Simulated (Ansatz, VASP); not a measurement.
**One calculation of S, two programs**

```xyz
1
Lattice="2.2925 0.0000 0.0000 0.0000 2.2925 0.0000 0.0000 0.0000 2.2925" Properties=species:S:1:pos:R:3 pbc="T T T"
S     0.0000    0.0000    0.0000
```

Change from the starting cell: volume scaled by 0.7, LAPW.

Alike in both runs: task single point; functional PBE; k mesh 14 × 14 × 14; occupations fermi-dirac, width 0.1 eV; no spin polarisation.

|  | VASP | Ansatz |
| --- | --- | --- |
| version | VASP 6.6.1 | Ansatz 0.2.0 |
| potentials or method | VASP PAW PBE potentials, release 64 (S), cutoff 520 eV | all-electron LAPW, scalar-relativistic |

|  | VASP | Ansatz | Ansatz less VASP |
| --- | --- | --- | --- |
| pressure (GPa) | 56.7 | 57.1 | +0.34 |

Ansatz ran all-electron here, so the differences hold the error of VASP's frozen core and of both bases.

Caveats: so large a pressure means that the cell lies far from this level's equilibrium, or that cutoff or potentials fall short (VASP).
